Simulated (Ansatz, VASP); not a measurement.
## CdS in VASP and in Ansatz

```
Cd S
1.0
     4.26117    0.00000    0.00000
    -2.13058    3.69028    0.00000
     0.00000    0.00000    5.80417
Cd S
1 1
Direct
  0.00000 0.00000 0.44269
  0.66667 0.33333 0.43431
```

Measurements of this composition are mostly on another form, of space group No. 186.

Alike in both runs: task single point; functional PBEsol; k mesh 6 × 6 × 4; no spin polarisation.

|  | VASP | Ansatz |
| --- | --- | --- |
| version | VASP 6.6.1 | Ansatz 0.2.0 |
| potentials or method | VASP PAW PBE potentials, release 64 (Cd, S) | plane waves, PAW |
| plane-wave cutoff (eV) | 520 | 550 |
| occupations | gaussian, width 0.01 eV | fixed |
| valence electrons in the cell | 18 | 26 |

```csv
,VASP,Ansatz,Ansatz less VASP
gap on the k mesh at the Fermi level (eV),1.42,1.41,-0.003
```

The two sets of potentials don't hold the same shells in valence.

 A k mesh can miss the band edges.
